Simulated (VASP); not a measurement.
# Te (R-3m) in VASP: a series of runs

The runs below take Te through relaxation of cell and atoms, with PBEsol.

Program: VASP 6.6.1. These are calculated values, not measurements. Logs are shortened: lines on timing, memory, paths and dates and some standing lists are left out, and cuts for length are marked.

### 1 The structure

It takes space group R-3m (No. 166, trigonal). Conventional cell: a = 4.612 Å, b = 4.612 Å, c = 5.073 Å, α = 90.00°, β = 90.00°, γ = 120.00°. Around Te (site symmetry -3m) lie 6 Te at 3.15 Å.

This isn't the form of Te at room conditions, which is trigonal, of chains.

### 2 Relaxation of cell and atoms, PBEsol, spin-orbit coupling, no magnetisation

INCAR

```
  PREC = Accurate
  ENCUT = 600
  EDIFF = 1E-6
  ISMEAR = -1
  SIGMA = 0.05
  LREAL = False
  LASPH = True
  NELM = 60
  ALGO = Fast
  ISIF = 3
  LWAVE = False
  LCHARG = False
  LNONCOLLINEAR = True
  MAGMOM = 0 0 0
  LORBIT = 11
  LSORBIT = True
  GGA_COMPAT = False
  GGA = PS
  IBRION = 2
  NSW = 60
  EDIFFG = -0.01
```

KPOINTS

```
regular mesh
0
Gamma
  7 7 7
```

POSCAR

```
Te
1.0
    2.3059043427      1.3313144930      1.6909537039
   -2.3059043427      1.3313144930      1.6909537039
    0.0000000000     -2.6626289860      1.6909537039
Te
1
Direct
    0.5000000000      0.5000000000      0.5000000000
```

Potentials or basis: VASP PAW PBE potentials, release 64 (Te).

The run is started by

```bash
> cat potpaw_PBE.64/Te/POTCAR > POTCAR
> mpirun -np 1 vasp_ncl > vasp.out
```

OUTCAR:

```text
PREC = Accurate
   ENCUT = 600
   EDIFF = 1E-6
   ISMEAR = -1
   LREAL = False
   LASPH = True
   NELM = 60
   ISIF = 3
   LNONCOLLINEAR = True
   LORBIT = 11
   LSORBIT = True
   GGA = PS
   IBRION = 2
   NSW = 60
   EDIFFG = -0.01

 ion  position               nearest neighbor table
   1  0.500  0.500  0.500-

  LATTYP: Found a trigonal (rhomboedric) cell.
 ALAT       =     3.1541904739
 COS(alpha) =    -0.0688991668

  Lattice vectors:

 A1 = (   2.3059043427,   1.3313144930,   1.6909537039)
 A2 = (  -2.3059043427,   1.3313144930,   1.6909537039)
 A3 = (   0.0000000000,  -2.6626289860,   1.6909537039)

Analysis of symmetry for initial positions (statically):
=====================================================================
 Subroutine PRICEL returns:
 Original cell was already a primitive cell.

 Routine SETGRP: Setting up the symmetry group for a
 trigonal (rhombohedral) supercell.

 Subroutine GETGRP returns: Found 12 space group operations
 (whereof 12 operations were pure point group operations)
 out of a pool of 12 trial point group operations.

The static configuration has the point symmetry D_3d.

Analysis of symmetry for dynamics (positions and initial velocities):
=====================================================================
 Subroutine PRICEL returns:
 Original cell was already a primitive cell.

 Routine SETGRP: Setting up the symmetry group for a
 trigonal (rhombohedral) supercell.

 Subroutine GETGRP returns: Found 12 space group operations
 (whereof 12 operations were pure point group operations)
 out of a pool of 12 trial point group operations.

The dynamic configuration has the point symmetry D_3d.

Analysis of structural, dynamic, and magnetic symmetry:
=====================================================================
 Subroutine PRICEL returns:
 Original cell was already a primitive cell.

 Routine SETGRP: Setting up the symmetry group for a
 trigonal (rhombohedral) supercell.

 Subroutine GETGRP returns: Found 12 space group operations
 (whereof 12 operations were pure point group operations)
 out of a pool of 12 trial point group operations.

The overall configuration has the point symmetry D_3d.

 Subroutine INISYM returns: Found 12 space group operations
 (whereof 12 operations are pure point group operations),
 and found     1 'primitive' translations

----------------------------------------------------------------------------------------

                                     Primitive cell

  volume of cell :      31.1462

  direct lattice vectors                    reciprocal lattice vectors
     2.305904343  1.331314493  1.690953704     0.216834667  0.125189553  0.197127415
    -2.305904343  1.331314493  1.690953704    -0.216834667  0.125189553  0.197127415
     0.000000000 -2.662628986  1.690953704     0.000000000 -0.250379107  0.197127415

  length of vectors
     3.154190474  3.154190474  3.154190474     0.318667405  0.318667405  0.318667405

  position of ions in fractional coordinates (direct lattice)
     0.500000000  0.500000000  0.500000000

  ion indices of the primitive-cell ions
   primitive index   ion index
                 1           1

----------------------------------------------------------------------------------------

 KPOINTS: regular mesh

Automatic generation of k-mesh.
 Grid dimensions read from file:
 generate k-points for:    7    7    7

 Generating k-lattice:

  Cartesian coordinates                     Fractional coordinates (reciprocal lattice)
     0.030976381  0.017884222  0.028161059     0.142857143  0.000000000  0.000000000
    -0.030976381  0.017884222  0.028161059     0.000000000  0.142857143  0.000000000
     0.000000000 -0.035768444  0.028161059     0.000000000  0.000000000  0.142857143

  Length of vectors
     0.045523915  0.045523915  0.045523915
[... 75 lines left out ...]
  volume/ion in A,a.u.               =      31.15       210.18
  Fermi-wavevector in a.u.,A,eV,Ry     =   0.945490  1.786717 12.162947  0.893951
  Thomas-Fermi vector in A             =   2.073397
   LORBIT       =     11    0 simple, 1 ext, 2 COOP (PROOUT), +10 PAW based schemes
   GGA     = PS    functional components
   LHFCALC =     F    Hartree Fock is set to
   AEXX    =    0.0000 exact exchange contribution
   IVDW    =     0    specifies the selected vdW correction
   LEPSILON=     F    determine dielectric tensor
   LRPA    =     F    only Hartree local field effects (RPA)
 conjugate gradient relaxation of ions
 RMM-DIIS sequential band-by-band and
  energy-cutoff  :      600.00
  volume of cell :       31.15
 maximum number of plane-waves:      2138
 NGX is ok and might be reduce to    28
   NGX = 13   NGY = 13   NGZ = 13

--------------------------------------- Ionic step        1  -------------------------------------------

 number of electron       5.9999999 magnetization      -0.0000000     -0.0000000     -0.0000000

 number of electron       5.9999999 magnetization       0.0000000      0.0000000      0.0000000

 number of electron       5.9999999 magnetization       0.0000000     -0.0000000     -0.0000000

 Free energy of the ion-electron system (eV)
  ---------------------------------------------------
  ext. energy  EPLUGINS =         0.00000000
  ---------------------------------------------------
  free energy    TOTEN  =        -3.59145042 eV

  energy without entropy =       -3.58538355  energy(sigma->0) =       -3.58841698

------------------------ aborting loop because EDIFF is reached ----------------------------------------

  FORCE on cell =-STRESS in cart. coord.  units (eV):
  Direction    XX          YY          ZZ          XY          YZ          ZX
  --------------------------------------------------------------------------------------
  -------------------------------------------------------------------------------------
  Total       -0.0212818     -0.0212818      0.0297732      0.0000000     -0.0000000      0.0000000
  in kB       -1.0947495     -1.0947495      1.5315518      0.0000000     -0.0000000      0.0000000
  external PRESSURE =      -0.2193157 kB  Pullay stress =       0.0000000 kB
[... 90 lines left out ...]
  FREE ENERGIE OF THE ION-ELECTRON SYSTEM (eV)
  ---------------------------------------------------
  free  energy   TOTEN  =        -3.5918207436 eV

  energy  without entropy=       -3.5859181895  energy(sigma->0) =       -3.58886947

[... ionic steps 4 to 23 ...]

--------------------------------------- Ionic step       24  -------------------------------------------

 number of electron       6.0000000 magnetization      -0.0000000      0.0000000      0.0000000

------------------------ aborting loop because EDIFF is reached ----------------------------------------
[... 71 lines left out ...]
 number of electron       6.0000000 magnetization       0.0000000     -0.0000000      0.0000000

 number of electron       6.0000000 magnetization      -0.0000000      0.0000000     -0.0000000

 Free energy of the ion-electron system (eV)
  ---------------------------------------------------
  ext. energy  EPLUGINS =         0.00000000
  ---------------------------------------------------
  free energy    TOTEN  =        -3.59848499 eV

  energy without entropy =       -3.59428147  energy(sigma->0) =       -3.59638323

 E-fermi :   6.7981     XC(G=0):  -9.6020

 val. band max:        6.6884088783   @ k =  -0.2857   0.1429   0.0000
 cond. band min:       7.2146394803   @ k =   0.2857   0.1429   0.1429
 fundamental gap:      0.5262306021
 Fermi energy:         6.7980693447

 k-point     1 :       0.0000    0.0000    0.0000
  band No.  band energies     occupation
      1      -7.0917      1.00000
      2      -7.0917      1.00000
      3       7.3473      0.00002
      4       7.3473      0.00002
      5       8.4057      0.00000
      6       8.4057      0.00000
      7       8.4200      0.00000
      8       8.4200      0.00000
      9      12.8290      0.00000
     10      12.8290      0.00000
     11      12.8292      0.00000
     12      12.8292      0.00000
     13      13.3182      0.00000
     14      13.3182      0.00000
[... 377 lines left out ...]
      1      -4.1825      1.00000
      2      -4.1825      1.00000
      3       1.9097      1.00000
      4       1.9097      1.00000
      5       4.6398      1.00000
      6       4.6398      1.00000
      7       8.2307      0.00000
      8       8.2307      0.00000
      9      11.2870      0.00000
     10      11.2870      0.00000
     11      15.0337      0.00000
     12      15.0337      0.00000
     13      17.4375      0.00000
     14      17.4375      0.00000

 [... further k-points ...]

------------------------ aborting loop because EDIFF is reached ----------------------------------------

  FORCE on cell =-STRESS in cart. coord.  units (eV):
  Direction    XX          YY          ZZ          XY          YZ          ZX
  --------------------------------------------------------------------------------------
  -------------------------------------------------------------------------------------
  Total       -0.0095034     -0.0095034     -0.0034925      0.0000000      0.0000000     -0.0000000
  in kB       -0.4848187     -0.4848187     -0.1781743      0.0000000      0.0000000     -0.0000000
  external PRESSURE =      -0.3826039 kB  Pullay stress =       0.0000000 kB
[... 16 lines left out ...]
  FREE ENERGIE OF THE ION-ELECTRON SYSTEM (eV)
  ---------------------------------------------------
  free  energy   TOTEN  =        -3.5984849931 eV

  energy  without entropy=       -3.5942814721  energy(sigma->0) =       -3.59638323

 reached required accuracy - stopping structural energy minimisation

 Spin-Orbit-Coupling matrix elements

 Ion:    1  E_soc:     -0.2447185
 l=   1
     0.0000000    -0.0406204    -0.0406878
    -0.0406204     0.0000000    -0.0406204
    -0.0406878    -0.0406204     0.0000000
 l=   2
     0.0000000    -0.0000339     0.0000000    -0.0000339    -0.0001011
    -0.0000339     0.0000000    -0.0000758    -0.0000421    -0.0000339
     0.0000000    -0.0000758     0.0000000    -0.0000758     0.0000000
    -0.0000339    -0.0000421    -0.0000758     0.0000000    -0.0000339
    -0.0001011    -0.0000339     0.0000000    -0.0000339     0.0000000
 l=   3
     0.0000000     0.0000000     0.0000000     0.0000000     0.0000000     0.0000000     0.0000000
     0.0000000     0.0000000     0.0000000     0.0000000     0.0000000     0.0000000     0.0000000
     0.0000000     0.0000000     0.0000000     0.0000000     0.0000000     0.0000000     0.0000000
     0.0000000     0.0000000     0.0000000     0.0000000     0.0000000     0.0000000     0.0000000
     0.0000000     0.0000000     0.0000000     0.0000000     0.0000000     0.0000000     0.0000000
     0.0000000     0.0000000     0.0000000     0.0000000     0.0000000     0.0000000     0.0000000
     0.0000000     0.0000000     0.0000000     0.0000000     0.0000000     0.0000000     0.0000000

 total charge

# of ion       s       p       d       tot
------------------------------------------
    1        1.441   1.782   0.047   3.271

 magnetization (x)

# of ion       s       p       d       tot
------------------------------------------
    1       -0.000  -0.000  -0.000  -0.000

 magnetization (y)

# of ion       s       p       d       tot
------------------------------------------
    1        0.000   0.000   0.000   0.000

 magnetization (z)

# of ion       s       p       d       tot
------------------------------------------
    1        0.000   0.000   0.000   0.000
```

Wall time 3.6 min (1 thread of Intel Xeon 6975P-C (Granite Rapids), shared host); peak memory 0.28 GiB.

What came out:

* Free energy: -3.5985 eV
* Relaxed volume: 31.41 Å³/atom
* Relaxed cell: a = 3.155 Å, b = 3.155 Å, c = 3.155 Å, α = 90.18°, β = 90.18°, γ = 90.18°
* Space group after relaxing (to 0.05 Å): Pm-3m (No. 221)
* Energy gained by relaxing: 7.0 meV/atom
* Ionic steps: 26
* Pressure after relaxing: 0.0 GPa
* Valence electrons inside the program's atomic spheres: Te 3.27

The path:
```tsv
step	energy change (eV)	largest force (eV/Å)	pressure (GPa)	volume (Å³)
1	0.0000	0.0000	-0.02	31.15
2	-0.0001	0.0000	0.04	31.13
3	-0.0004	0.0000	0.21	31.07
4	-0.0010	0.0000	0.56	30.95
5	-0.0023	0.0000	1.23	30.70
6	0.0024	0.0000	2.53	30.14
7	-0.0023	0.0000	1.49	30.59
8	-0.0023	0.0000	1.44	30.61
9	-0.0023	0.0000	1.44	30.61
10	-0.0023	0.0000	1.44	30.61
11	-0.0024	0.0000	1.44	30.60
12	-0.0024	0.0000	1.47	30.60
13	-0.0025	0.0000	1.50	30.59
14	-0.0025	0.0000	1.56	30.57
15	-0.0026	0.0000	1.56	30.57
16	-0.0029	0.0000	1.49	30.60
17	-0.0034	0.0000	1.38	30.65
18	-0.0043	0.0000	1.18	30.75
19	-0.0057	0.0000	0.79	30.95
20	-0.0069	0.0000	0.01	31.36
21	-0.0070	0.0000	-0.03	31.39
22	-0.0070	0.0000	-0.08	31.42
23	-0.0070	0.0000	-0.08	31.42
24	-0.0070	0.0000	-0.08	31.42
25	-0.0070	0.0000	-0.06	31.42
26	-0.0070	0.0000	-0.04	31.41
```

Final structure:
```xyz
1
Lattice="2.2345 1.2901 1.8157 -2.2345 1.2901 1.8157 0.0000 -2.5802 1.8157" Properties=species:S:1:pos:R:3 pbc="T T T"
Te    0.0000    0.0000    2.7236
```

Caveat: the PAW data sets were made with another functional, which shifts forces and pressure a little.

[end of part 1 of 2]
